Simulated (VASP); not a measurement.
# InAs (F-43m) in VASP: notebook

Runs on InAs. Level: PBE+D3(BJ). Tasks: relaxation of the atoms.

All numbers are computed with VASP 6.6.1; they aren't measurements. Logs are shortened: lines on timing, memory, paths and dates and some standing lists are left out, and cuts for length are marked.

**1. The undisturbed crystal**

It takes space group F-43m (No. 216, cubic). Conventional cell: a = 6.036 Å, b = 6.036 Å, c = 6.036 Å, α = 90.00°, β = 90.00°, γ = 90.00°. Around In (site symmetry -43m) lie 4 As at 2.61 Å. Around As (site symmetry -43m) lie 4 In at 2.61 Å.

**2. Relaxation of the atoms, PBE+D3(BJ) (a relaxed cell with its volume scaled by 1.02)**

Input file INCAR:

```
SYSTEM = InAs
PREC     = Accurate       ! precision mode
ENCUT    = 600            ! plane-wave cutoff, eV
EDIFF    = 1E-7           ! SCF threshold, eV
ISMEAR   = 0              ! smearing method
SIGMA    = 0.03           ! smearing width, eV
LREAL    = .FALSE.        ! projectors in reciprocal space
LASPH    = .TRUE.         ! aspherical terms in the spheres
NELM     = 80             ! most SCF steps
ALGO     = Normal         ! electronic algorithm
ISIF     = 2              ! what is computed and relaxed
LWAVE    = .FALSE.        ! write WAVECAR
LCHARG   = .FALSE.        ! write CHGCAR
GGA      = PE             ! functional
IVDW     = 12             ! dispersion correction
IBRION   = 2              ! ionic algorithm
NSW      = 40             ! ionic steps
EDIFFG   = -0.01          ! ionic threshold
```

Input file KPOINTS:

```
regular mesh
0
G
  10 10 10
  0 0 0
```

Input file POSCAR:

```
InAs                                    
1.0
    0.0000000000      3.0770102773      3.0770102773
    3.0770102773      0.0000000000      3.0770102773
    3.0770102773      3.0770102773      0.0000000000
  In              As            
     1     1
Direct
     0.0000000000000000    0.0000000000000000    0.0000000000000000
     0.2500000000000000    0.2500000000000000    0.2500000000000000
```

Potentials or basis: VASP PAW PBE potentials, release 64 (In_d, As).

Launch:

```bash
> cat potpaw_PBE.64/In_d/POTCAR potpaw_PBE.64/As/POTCAR > POTCAR
> mpirun -np 1 vasp_std > vasp.out
```

OUTCAR:

```text
SYSTEM = InAs
   PREC = Accurate
   ENCUT = 600
   EDIFF = 1E-7
   ISMEAR = 0
   LREAL = .FALSE.
   LASPH = .TRUE.
   NELM = 80
   ISIF = 2
   GGA = PE
   IVDW = 12
   IBRION = 2
   NSW = 40
   EDIFFG = -0.01
 IVDW          = 12

 ion  position               nearest neighbor table
   1  0.000  0.000  0.000-   2 2.66   2 2.66   2 2.66   2 2.66
   2  0.250  0.250  0.250-   1 2.66   1 2.66   1 2.66   1 2.66

  LATTYP: Found a face centered cubic cell.
 ALAT       =     6.1540205546

  Lattice vectors:

 A1 = (   0.0000000000,   3.0770102773,   3.0770102773)
 A2 = (   3.0770102773,   0.0000000000,   3.0770102773)
 A3 = (   3.0770102773,   3.0770102773,   0.0000000000)

Analysis of symmetry for initial positions (statically):
=====================================================================
 Subroutine PRICEL returns:
 Original cell was already a primitive cell.

 Routine SETGRP: Setting up the symmetry group for a
 face centered cubic supercell.

 Subroutine GETGRP returns: Found 24 space group operations
 (whereof 24 operations were pure point group operations)
 out of a pool of 48 trial point group operations.

The static configuration has the point symmetry T_d .

Analysis of symmetry for dynamics (positions and initial velocities):
=====================================================================
 Subroutine PRICEL returns:
 Original cell was already a primitive cell.

 Routine SETGRP: Setting up the symmetry group for a
 face centered cubic supercell.

 Subroutine GETGRP returns: Found 24 space group operations
 (whereof 24 operations were pure point group operations)
 out of a pool of 48 trial point group operations.

The dynamic configuration has the point symmetry T_d .

 Subroutine INISYM returns: Found 24 space group operations
 (whereof 24 operations are pure point group operations),
 and found     1 'primitive' translations

----------------------------------------------------------------------------------------

                                     Primitive cell

  volume of cell :      58.2662

  direct lattice vectors                    reciprocal lattice vectors
     0.000000000  3.077010277  3.077010277    -0.162495395  0.162495395  0.162495395
     3.077010277  0.000000000  3.077010277     0.162495395 -0.162495395  0.162495395
     3.077010277  3.077010277  0.000000000     0.162495395  0.162495395 -0.162495395

[... 93 lines left out ...]
   PSTRESS=    0.0 pullay stress
   NELECT =      18.0000    total number of electrons
   NUPDOWN=      -1.0000    fix difference up-down
   EMIN   =  10.00;   EMAX   =-10.00  energy-range for DOS
   EFERMI =   0.00;   METHOD = LEGACY
   ISMEAR =     0;   SIGMA  =   0.03  broadening in eV -4-tet -1-fermi 0-gaus
   EFERMI_NEDOS =   21; number of points for ismear=-14 and -15
   IALGO  =     38    algorithm
   IMIX   =      4    mixing-type and parameters
     AMIX     =   0.40;   BMIX     =  1.00
     AMIX_MAG =   1.60;   BMIX_MAG =  1.00
  volume/ion in A,a.u.               =      29.13       196.60
  Fermi-wavevector in a.u.,A,eV,Ry     =   1.106692  2.091344 16.663965  1.224767
  Thomas-Fermi vector in A             =   2.243196
   LORBIT       =      0    0 simple, 1 ext, 2 COOP (PROOUT), +10 PAW based schemes
   GGA     = PE    functional components
   LHFCALC =     F    Hartree Fock is set to
   AEXX    =    0.0000 exact exchange contribution
   IVDW    =    12    specifies the selected vdW correction
   LEPSILON=     F    determine dielectric tensor
   LRPA    =     F    only Hartree local field effects (RPA)
 conjugate gradient relaxation of ions
 non-spin polarized calculation
 Gauss-broadening in eV      SIGMA  =   0.03
  energy-cutoff  :      600.00
  volume of cell :       58.27
 maximum number of plane-waves:      1968
   NGX = 17   NGY = 17   NGZ = 17

 number of electron      17.9999997 magnetization

 Free energy of the ion-electron system (eV)
  ---------------------------------------------------
  ext. energy  EPLUGINS =         0.00000000
  ---------------------------------------------------
  free energy    TOTEN  =        -7.71629294 eV

  energy without entropy =       -7.71624666  energy(sigma->0) =       -7.71626980

 E-fermi :   3.9993     XC(G=0):  -8.8640

 val. band max:        3.9901536699   @ k =   0.0000   0.0000   0.0000
 cond. band min:       4.7803874636   @ k =   0.1000   0.0000   0.0000
 fundamental gap:      0.7902337938
 Fermi energy:         3.9992906938

 k-point     1 :       0.0000    0.0000    0.0000
  band No.  band energies     occupation
      1     -10.3030      2.00000
      2     -10.3030      2.00000
      3     -10.3030      2.00000
      4     -10.1977      2.00000
      5     -10.1977      2.00000
      6      -7.5441      2.00000
      7       3.5270      2.00000
      8       3.9902      1.33333
      9       3.9902      1.33333
     10       3.9902      1.33333
     11       7.8722      0.00000
     12       7.8722      0.00000
     13       7.8722      0.00000
[... 354 lines left out ...]
  band No.  band energies     occupation
      1     -10.4244      2.00000
      2     -10.2534      2.00000
      3     -10.2515      2.00000
      4     -10.2187      2.00000
      5     -10.1833      2.00000
      6      -6.2301      2.00000
      7      -0.8474      2.00000
      8       1.9575      2.00000
      9       2.2043      2.00000
     10       6.0653      0.00000
     11       6.7110      0.00000
     12      10.4608      0.00000
     13      11.1674      0.00000

 [... further k-points ...]

------------------------ aborting loop because EDIFF is reached ----------------------------------------

 Edisp (eV)   -0.60956

 E8    (eV) :    -0.2822

  FORCE on cell =-STRESS in cart. coord.  units (eV):
  Direction    XX          YY          ZZ          XY          YZ          ZX
  --------------------------------------------------------------------------------------
  -------------------------------------------------------------------------------------
  Total      -0.36625    -0.36625    -0.36625     0.00000     0.00000    -0.00000
  in kB     -10.07108   -10.07108   -10.07108     0.00000     0.00000    -0.00000
  external pressure =      -10.07 kB  Pullay stress =        0.00 kB

 VOLUME and BASIS-vectors are now :
 -----------------------------------------------------------------------------
  energy-cutoff  :      600.00
  volume of cell :       58.27
      direct lattice vectors                 reciprocal lattice vectors
     0.000000000  3.077010277  3.077010277    -0.162495395  0.162495395  0.162495395
     3.077010277  0.000000000  3.077010277     0.162495395 -0.162495395  0.162495395
     3.077010277  3.077010277  0.000000000     0.162495395  0.162495395 -0.162495395

 POSITION                                       TOTAL-FORCE (eV/Angst)
 -----------------------------------------------------------------------------------
      0.00000      0.00000      0.00000        -0.000000      0.000000      0.000000
      1.53851      1.53851      1.53851         0.000000     -0.000000     -0.000000
 -----------------------------------------------------------------------------------
    total drift:                               -0.000000     -0.000000     -0.000000

  FREE ENERGIE OF THE ION-ELECTRON SYSTEM (eV)
  ---------------------------------------------------
  free  energy   TOTEN  =        -8.3258483514 eV

  energy  without entropy=       -8.3258020727  energy(sigma->0) =       -8.32582521

 reached required accuracy - stopping structural energy minimisation
```

OSZICAR:

```text
N       E                     dE             d eps       ncg     rms          rms(c)
DAV:   1     0.120070527463E+03    0.12007E+03   -0.91706E+03  1222   0.163E+03
DAV:   2     0.863873312181E+00   -0.11921E+03   -0.11609E+03  1267   0.337E+02
DAV:   3    -0.774386768138E+01   -0.86077E+01   -0.85505E+01  1637   0.935E+01
DAV:   4    -0.796686332119E+01   -0.22300E+00   -0.22287E+00  1382   0.172E+01
DAV:   5    -0.797588576791E+01   -0.90224E-02   -0.90213E-02  1805   0.302E+00    0.417E+00
DAV:   6    -0.773453920477E+01    0.24135E+00   -0.44374E-01  1804   0.120E+01    0.234E+00
DAV:   7    -0.771441966133E+01    0.20120E-01   -0.13223E-01  1710   0.339E+00    0.694E-01
DAV:   8    -0.771547099175E+01   -0.10513E-02   -0.12460E-02  1452   0.162E+00    0.175E-01
DAV:   9    -0.771612987858E+01   -0.65889E-03   -0.12505E-03  1472   0.460E-01    0.107E-01
DAV:  10    -0.771624536240E+01   -0.11548E-03   -0.16612E-04  1671   0.162E-01    0.724E-02
DAV:  11    -0.771629031401E+01   -0.44952E-04   -0.15091E-04  1282   0.131E-01    0.564E-02
DAV:  12    -0.771629223588E+01   -0.19219E-05   -0.99484E-06  1317   0.267E-02    0.164E-02
DAV:  13    -0.771629242525E+01   -0.18937E-06   -0.17053E-06  1542   0.894E-03    0.978E-03
DAV:  14    -0.771629273628E+01   -0.31103E-06   -0.19115E-07  1225   0.540E-03    0.192E-03
DAV:  15    -0.771629289168E+01   -0.15540E-06   -0.37774E-08   781   0.180E-03    0.729E-04
DAV:  16    -0.771629294353E+01   -0.51847E-07   -0.81115E-09   656   0.122E-03
   1 F= -.83258484E+01 E0= -.83258252E+01  d E =-.832585E+01
```

Run time: 37 s. Hardware: 1 thread of Intel Xeon Platinum 8375C at 2.90GHz (Ice Lake), shared host; peak memory 0.24 GiB.

What came out:

```
Free energy                : -8.3258 eV
Pressure after relaxing    : -1.0 GPa
Band gap on the k mesh     : none (metal or under the smearing width)
Dispersion energy per atom : -0.305 eV
```

Final structure:
```
In As
1.0
     0.00000    3.07701    3.07701
     3.07701    0.00000    3.07701
     3.07701    3.07701    0.00000
In As
1 1
Direct
  0.00000 0.00000 0.00000
  0.25000 0.25000 0.25000
```

Levels at points of the mesh, in eV from the Fermi level:
```
           k point  band 5  band 6  band 7  band 8  band 9  band 10  band 11  band 12  band 13
(0.00, 0.00, 0.00)  -14.20  -11.54   -0.47   -0.01   -0.01    -0.01     3.87     3.87     3.87
(0.50, 0.00, 0.00)  -14.19  -10.23   -5.51   -0.92   -0.92     0.84     4.64     4.64     6.77
(0.50, 0.50, 0.00)  -14.18   -9.75   -5.63   -2.16   -2.16     1.62     2.04     8.84     8.90
```

Caveat: the relaxation stopped at its first step, so nothing moved; pairwise dispersion overbinds metals, which lowers pressure and volume.

**3. Relaxation of the atoms, PBE+D3(BJ) (a relaxed cell with its volume scaled by 1.04)**

INCAR is that of step 2.

KPOINTS is that of step 2.

Input file POSCAR:

```
InAs                                    
1.0
    0.0000000000      3.0969914233      3.0969914233
    3.0969914233      0.0000000000      3.0969914233
    3.0969914233      3.0969914233      0.0000000000
  In              As            
     1     1
Direct
     0.0000000000000000    0.0000000000000000    0.0000000000000000
     0.2500000000000000    0.2500000000000000    0.2500000000000000
```

Potentials or basis: VASP PAW PBE potentials, release 64 (In_d, As).

Launch:

```bash
> cat potpaw_PBE.64/In_d/POTCAR potpaw_PBE.64/As/POTCAR > POTCAR
> mpirun -np 1 vasp_std > vasp.out
```

OUTCAR:

```text
SYSTEM = InAs
   PREC = Accurate
   ENCUT = 600
   EDIFF = 1E-7
   ISMEAR = 0
   LREAL = .FALSE.
   LASPH = .TRUE.
   NELM = 80
   ISIF = 2
   GGA = PE
   IVDW = 12
   IBRION = 2
   NSW = 40
   EDIFFG = -0.01
 IVDW          = 12

 ion  position               nearest neighbor table
   1  0.000  0.000  0.000-   2 2.68   2 2.68   2 2.68   2 2.68
   2  0.250  0.250  0.250-   1 2.68   1 2.68   1 2.68   1 2.68

  LATTYP: Found a face centered cubic cell.
 ALAT       =     6.1939828466

  Lattice vectors:

 A1 = (   0.0000000000,   3.0969914233,   3.0969914233)
 A2 = (   3.0969914233,   0.0000000000,   3.0969914233)
 A3 = (   3.0969914233,   3.0969914233,   0.0000000000)

Analysis of symmetry for initial positions (statically):
=====================================================================
 Subroutine PRICEL returns:
 Original cell was already a primitive cell.

 Routine SETGRP: Setting up the symmetry group for a
 face centered cubic supercell.

 Subroutine GETGRP returns: Found 24 space group operations
[... 179 lines left out ...]
      4     -10.3560      2.00000
      5     -10.3560      2.00000
      6      -7.6131      2.00000
      7       3.2468      2.00000
      8       3.8075      1.33334
      9       3.8075      1.33333
     10       3.8075      1.33333
     11       7.6783      0.00000
     12       7.6783      0.00000
     13       7.6783      0.00000
[... 354 lines left out ...]
  band No.  band energies     occupation
      1     -10.5670      2.00000
      2     -10.4083      2.00000
      3     -10.4065      2.00000
      4     -10.3752      2.00000
      5     -10.3425      2.00000
      6      -6.3497      2.00000
      7      -0.9822      2.00000
      8       1.8323      2.00000
      9       2.0724      2.00000
     10       5.8922      0.00000
     11       6.4994      0.00000
     12      10.2158      0.00000
     13      10.9059      0.00000

 [... further k-points ...]

------------------------ aborting loop because EDIFF is reached ----------------------------------------

 Edisp (eV)   -0.59644

 E8    (eV) :    -0.2759

  FORCE on cell =-STRESS in cart. coord.  units (eV):
  Direction    XX          YY          ZZ          XY          YZ          ZX
  --------------------------------------------------------------------------------------
  -------------------------------------------------------------------------------------
  Total      -0.70983    -0.70983    -0.70983     0.00000     0.00000    -0.00000
  in kB     -19.14315   -19.14315   -19.14315     0.00000     0.00000    -0.00000
  external pressure =      -19.14 kB  Pullay stress =        0.00 kB

 VOLUME and BASIS-vectors are now :
 -----------------------------------------------------------------------------
  energy-cutoff  :      600.00
  volume of cell :       59.41
      direct lattice vectors                 reciprocal lattice vectors
     0.000000000  3.096991423  3.096991423    -0.161447008  0.161447008  0.161447008
     3.096991423  0.000000000  3.096991423     0.161447008 -0.161447008  0.161447008
     3.096991423  3.096991423  0.000000000     0.161447008  0.161447008 -0.161447008

 POSITION                                       TOTAL-FORCE (eV/Angst)
 -----------------------------------------------------------------------------------
      0.00000      0.00000      0.00000         0.000000      0.000000      0.000000
      1.54850      1.54850      1.54850        -0.000000     -0.000000     -0.000000
 -----------------------------------------------------------------------------------
    total drift:                               -0.000000     -0.000000     -0.000000

  FREE ENERGIE OF THE ION-ELECTRON SYSTEM (eV)
  ---------------------------------------------------
  free  energy   TOTEN  =        -8.3154227916 eV

  energy  without entropy=       -8.3153765129  energy(sigma->0) =       -8.31539965

 reached required accuracy - stopping structural energy minimisation
```

OSZICAR:

```text
N       E                     dE             d eps       ncg     rms          rms(c)
DAV:   1     0.117006684212E+03    0.11701E+03   -0.91548E+03  1222   0.161E+03
DAV:   2     0.849047314136E+00   -0.11616E+03   -0.11286E+03  1252   0.334E+02
DAV:   3    -0.773458899108E+01   -0.85836E+01   -0.85179E+01  1645   0.937E+01
DAV:   4    -0.796156118604E+01   -0.22697E+00   -0.22682E+00  1325   0.171E+01
DAV:   5    -0.797282109837E+01   -0.11260E-01   -0.11259E-01  1796   0.345E+00    0.403E+00
DAV:   6    -0.773570170387E+01    0.23712E+00   -0.44331E-01  1855   0.117E+01    0.227E+00
DAV:   7    -0.771699567247E+01    0.18706E-01   -0.12573E-01  1715   0.327E+00    0.687E-01
DAV:   8    -0.771814991090E+01   -0.11542E-02   -0.11911E-02  1442   0.156E+00    0.165E-01
DAV:   9    -0.771882767918E+01   -0.67777E-03   -0.12529E-03  1492   0.455E-01    0.105E-01
DAV:  10    -0.771893665975E+01   -0.10898E-03   -0.15460E-04  1625   0.151E-01    0.692E-02
DAV:  11    -0.771898218512E+01   -0.45525E-04   -0.14122E-04  1292   0.123E-01    0.494E-02
DAV:  12    -0.771898366086E+01   -0.14757E-05   -0.79547E-06  1362   0.250E-02    0.160E-02
DAV:  13    -0.771898386258E+01   -0.20172E-06   -0.15220E-06  1482   0.844E-03    0.956E-03
DAV:  14    -0.771898420844E+01   -0.34586E-06   -0.19491E-07  1285   0.556E-03    0.161E-03
DAV:  15    -0.771898435410E+01   -0.14565E-06   -0.34060E-08   756   0.160E-03    0.788E-04
DAV:  16    -0.771898440411E+01   -0.50012E-07   -0.72191E-09   646   0.127E-03
   1 F= -.83154228E+01 E0= -.83153997E+01  d E =-.831542E+01
```

CONTCAR:

```text
InAs
   1.00000000000000
     0.0000000000000000    3.0969914233000000    3.0969914233000000
     3.0969914233000000    0.0000000000000000    3.0969914233000000
     3.0969914233000000    3.0969914233000000    0.0000000000000000
  In              As
     1     1
Direct
     0.0000000000000000    0.0000000000000000    0.0000000000000000
     0.2500000000000000    0.2500000000000000    0.2500000000000000

  0.00000000E+00  0.00000000E+00  0.00000000E+00
  0.00000000E+00  0.00000000E+00  0.00000000E+00
```

Run time: 37 s. Hardware: 1 thread of Intel Xeon Platinum 8375C at 2.90GHz (Ice Lake), shared host; peak memory 0.24 GiB.

Results:

| Property | Result |
| --- | --- |
| Free energy | -8.3154 eV |
| Pressure after relaxing | -1.9 GPa |
| Band gap on the k mesh | none (metal or under the smearing width) |
| Dispersion energy per atom | -0.298 eV |

Final structure:
```yaml
crystal:
  lattice:
    - [0.00000, 3.09699, 3.09699]
    - [3.09699, 0.00000, 3.09699]
    - [3.09699, 3.09699, 0.00000]
  atoms:
    - { symbol: In, position: [0.00000, 0.00000, 0.00000] }
    - { symbol: As, position: [0.25000, 0.25000, 0.25000] }
```

Caveat: the relaxation stopped at its first step, so nothing moved; pairwise dispersion overbinds metals, which lowers pressure and volume.

(Part 1 of 2 ends here.)
